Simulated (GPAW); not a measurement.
# CdS (Greenockite) (P6_3mc) in GPAW: single point with TB-mBJ

Aim: the single point of CdS (Greenockite) with TB-mBJ.

All numbers are computed with GPAW 26.7.0; they aren't measurements. Logs are shortened: lines on timing, memory, paths and dates and some standing lists are left out, and cuts for length are marked. The log counts tension as positive stress, the text compression.

**Measured values to compare with.**

From “Isotope dependence of band-gap energy”, 2008, arxiv:0807.2152, for a bulk crystal of CdS: band gap 2.5809 ± 0.0002 eV.

How close the calculation comes is told below.

## (1) The crystal as given

The structure is hexagonal, space group P6_3mc (No. 186). The conventional cell has a = 4.150 Å, b = 4.150 Å, c = 6.737 Å, α = 90.00°, β = 90.00°, γ = 120.00°. Cd (site symmetry 3m) has 4 S at 2.53 to 2.54 Å as nearest neighbours. S (site symmetry 3m) is surrounded by 4 Cd at 2.53 to 2.54 Å.

## (2) Single point, TB-mBJ

run.py

```python
from ase import Atoms
from ase.dft.bandgap import bandgap
from ase.io import write
from gpaw import GPAW, PW

atoms = Atoms(['Cd', 'Cd', 'S', 'S'],
              cell=[[4.15, 0.0, 0.0],
                    [-2.075, 3.5940054257, 0.0],
                    [0.0, 0.0, 6.737]],
              scaled_positions=[[0.6666666667, 0.3333333333, 0.5],
                                [0.3333333333, 0.6666666667, 0.0],
                                [0.6666666667, 0.3333333333, 0.875],
                                [0.3333333333, 0.6666666667, 0.375]],
              pbc=True)

calc = GPAW(mode=PW(600),
            xc='TB09',
            kpts={'size': (6, 6, 4), 'gamma': True},
            occupations={'name': 'fermi-dirac', 'width': 0.05},
            nbands=31,
            convergence={'density': 1e-05, 'energy': 1e-05},
            eigensolver='cg',
            maxiter=150,
            txt='gpaw.txt')
atoms.calc = calc
energy = atoms.get_potential_energy()
calc.write('gs.gpw')
write('result.traj', atoms)
print('Fermi level:', round(calc.get_fermi_level(), 4), 'eV')
print(f'Gap: {bandgap(calc)[0]:.4f} eV, direct: {bandgap(calc, direct=True)[0]:.4f} eV')
```

Potentials or basis: GPAW PAW data sets for LDA (gpaw-data 1.2.1), pw.

On the command line:

```console
OMP_NUM_THREADS=1 python run.py
```

gpaw.txt:

```text
___ ___ ___ _ _ _
 |   |   |_  | | | |
 | | | | | . | | | |
 |__ |  _|___|_____|  26.7.0
 |___|_|

Input parameters:
  convergence: {density: 1e-05,
                energy: 1e-05}
  eigensolver: cg
  kpts: {gamma: True,
         size: (6, 6, 4)}
  maxiter: 150
  mode: {ecut: 600.0,
         name: pw}
  nbands: 31
  occupations: {name: fermi-dirac,
                width: 0.05}
  xc: TB09

System changes: positions, numbers, cell, pbc, initial_charges, initial_magmoms

Initialize ...

species:
  Cd:
    name:    Cadmium
    Z:       48.0
    valence: 12
    core:    36
    charge:  0.0  # [|e|]
    compensation charges:
      type: gauss
      rc: 0.38  # [Å]
      lmax: 2
    cutoffs:
      filter: 2.12  # [Å]
      core: 2.62  # [Å]
    projectors
    | kind |    occ | energy [eV] | rcut [Å] |
    |------|--------|-------------|----------|
    |   5s |  2.000 |      -5.950 |    1.191 |
    |   5p |  0.000 |      -1.328 |    1.228 |
    |   4d | 10.000 |     -11.904 |    1.164 |
    |    s |        |      21.261 |    1.191 |
    |    p |        |      25.883 |    1.228 |
    |    d |        |      15.307 |    1.164 |

    Using partial waves for Cd as LCAO basis

  S:
    name:    Sulfur
    Z:       16.0
    valence: 6
    core:    10
    charge:  0.0  # [|e|]
    compensation charges:
      type: gauss
      rc: 0.24  # [Å]
      lmax: 2
    cutoffs:
      filter: 1.77  # [Å]
      core: 1.66  # [Å]
    projectors
    | kind |    occ | energy [eV] | rcut [Å] |
    |------|--------|-------------|----------|
    |   3s |  2.000 |     -17.278 |    0.974 |
    |   3p |  4.000 |      -7.106 |    0.979 |
    |    s |        |       9.933 |    0.974 |
    |    p |        |      20.105 |    0.979 |
    |    d |        |       0.000 |    0.900 |

    Using partial waves for S as LCAO basis

Reference energy: -325721.101191  # eV

Spin-paired calculation

Convergence criteria:
 Maximum [total energy] change in last 3 cyles: 1e-05 eV / valence electron
 Maximum integral of absolute [dens]ity change: 1e-05 electrons / valence electron
 Maximum integral of absolute [eigenst]ate change: 4e-08 eV^2 / valence electron
 Maximum number of scf [iter]ations: 150
 (Square brackets indicate name in SCF output, whereas a 'c' in
 the SCF output indicates the quantity has converged.)

Symmetries present (total): 6

  ( 1  1  0)  ( 1  0  0)  ( 0  1  0)  ( 0 -1  0)  (-1  0  0)  (-1 -1  0)
  ( 0 -1  0)  ( 0  1  0)  (-1 -1  0)  (-1  0  0)  ( 1  1  0)  ( 1  0  0)
  ( 0  0  1)  ( 0  0  1)  ( 0  0  1)  ( 0  0  1)  ( 0  0  1)  ( 0  0  1)

144 k-points: 6 x 6 x 4 Monkhorst-Pack grid + [1/12,1/12,1/8]
24 k-points in the irreducible part of the Brillouin zone
       k-points in crystal coordinates                weights
   0:     0.00000000    0.00000000    0.00000000          1/144
   1:     0.00000000    0.00000000    0.25000000          2/144
   2:     0.00000000    0.00000000    0.50000000          1/144
   3:     0.16666667    0.00000000   -0.25000000          6/144
   4:     0.16666667    0.00000000    0.00000000          6/144
   5:     0.16666667    0.00000000    0.25000000          6/144
   6:     0.16666667    0.00000000    0.50000000          6/144
   7:     0.33333333   -0.16666667    0.00000000          6/144
   8:     0.33333333   -0.16666667    0.25000000         12/144
   9:     0.33333333   -0.16666667    0.50000000          6/144
          ...
  23:     0.50000000    0.50000000    0.50000000          3/144

Wave functions: Plane wave expansion
  Cutoff energy: 600.000 eV
  Number of coefficients (min, max): 3336, 3378
  Pulay-stress correction: 0.000000 eV/Ang^3 (de/decut=0.000000)
  Using FFTW library
  ScaLapack parameters: grid=1x1, blocksize=None
  Wavefunction extrapolation:
    Improved wavefunction reuse through dual PAW basis

Occupation numbers: Fermi-Dirac:
  width: 0.0500  # eV

Eigensolver
   CG(niter=4, rtol=3.0e-01)

Densities:
  Coarse grid: 24*24*40 grid
  Fine grid: 48*48*80 grid
  Total Charge: 0.000000

Density mixing:
  Method: separate
  Backend: msr1
  Linear mixing parameter: 0.05
  old densities: 10
  Width of damping distribution: 1.1
  Damping of long wavelength oscillations: 20

Hamiltonian:
  XC and Coulomb potentials evaluated on a 48*48*80 grid
  Using the TB09 Exchange-Correlation functional
  External potential:
    NoExternalPotential

XC parameters: TB09 with 2 nearest neighbor stencil

Number of atoms: 4
Number of atomic orbitals: 26
Number of bands in calculation: 31
Number of valence electrons: 36
Bands to converge: occupied

... initialized

Initializing position-dependent things.

Density initialized from atomic densities
Creating initial wave functions:
  26 bands from LCAO basis set
  5 bands from random numbers

            S

            Cd
        S

        Cd

Atomic positions and initial magnetic moments

Positions:
   0 Cd     2.075000    1.198002    3.368500    ( 0.0000,  0.0000,  0.0000)
   1 Cd    -0.000000    2.396004    0.000000    ( 0.0000,  0.0000,  0.0000)
   2 S      2.075000    1.198002    5.894875    ( 0.0000,  0.0000,  0.0000)
   3 S     -0.000000    2.396004    2.526375    ( 0.0000,  0.0000,  0.0000)

Unit cell:
           periodic     x           y           z      points  spacing
  1. axis:    yes    4.150000    0.000000    0.000000    24     0.1498
  2. axis:    yes   -2.075000    3.594005    0.000000    24     0.1498
  3. axis:    yes    0.000000    0.000000    6.737000    40     0.1684

  Lengths:   4.150000   4.150000   6.737000
  Angles:   90.000000  90.000000 120.000000

Effective grid spacing dv^(1/3) = 0.1634

iter:   1  9431.007370
iter:   2  9428.765618   +1.83  -1.28
iter:   3  9432.451511   +0.72  -1.20
iter:   4  9431.965995   -0.16  -1.15
iter:   5  9434.731608   -0.68  -1.10
iter:   6  9437.102673   -1.05  -1.22
iter:   7  9440.832320   -1.23  -1.28
iter:   8  9445.653198   -1.26  -1.45
iter:   9  9450.198679   -1.37  -1.68
iter:  10  9451.699801   -1.81  -2.05
iter:  11  9451.282594   -2.11  -2.56
[... 4 lines left out ...]
iter:  16  9451.215222   -4.08  -3.21
iter:  17  9451.214476   -4.91  -3.33
iter:  18  9451.236616   -5.03  -3.56
iter:  19  9451.243360   -4.92  -3.70
iter:  20  9451.229993   -5.66  -4.19
iter:  21  9451.205792   -5.80  -4.13
iter:  22  9451.214419   -5.65  -4.34
iter:  23  9451.207110   -5.83  -4.31
iter:  24  9451.211776   -6.39  -4.92
iter:  25  9451.208728   -7.06  -4.84
iter:  26  9451.207390   -7.55c -5.37c
iter:  27  9451.205001   -7.73c -5.29c
iter:  28  9451.205064   -7.74c -5.42c
iter:  29  9451.204875c  -8.34c -5.76c

Converged after 29 iterations.

Dipole moment: (0.000000, -0.000000, 2.707793) |e|*Ang

Energy contributions relative to reference atoms: (reference = -325721.101191)

Kinetic:       +121.296679
Potential:     -104.850185
External:        +0.000000
XC:            +9436.154281
Entropy (-ST):   -0.000000
Local:           -1.395900
SIC:             +0.000000
--------------------------
Free energy:   +9451.204875
Extrapolated:  +9451.204875

Showing only first 2 kpts
 Kpt  Band  Eigenvalues  Occupancy
  0    16      3.70675    2.00000
  0    17      3.70675    2.00000
  0    18      6.39129    0.00000
  0    19      7.76408    0.00000

  1    16      3.60355    2.00000
  1    17      3.60355    2.00000
  1    18      7.05475    0.00000
  1    19      7.84147    0.00000

Fermi level: 4.69811

Gap: 2.685 eV
Transition (v -> c):
  (s=0, k=0, n=17, [0.00, 0.00, 0.00]) -> (s=0, k=0, n=18, [0.00, 0.00, 0.00])
No difference between direct/indirect transitions
Writing to gs.gpw (mode='')
```

Wall time 2.2 min (1 thread of Arm Neoverse V2, shared host); peak memory 0.34 GiB.

What came out:

| Item | Value |
| --- | --- |
| Band gap on the k mesh | 2.68 eV, direct |

Caveat: a model potential gives levels but no total energy.

## (3) Against experiment

Step 2. A measured gap of CdS is 2.5809 eV (quoted in “Isotope dependence of band-gap energy”, 2008, arxiv:0807.2152); the calculated 2.68 eV misses it by +0.10 eV. Spin-orbit coupling on Cd is left out. The value is that of TB-mBJ, without temperature or zero-point motion.
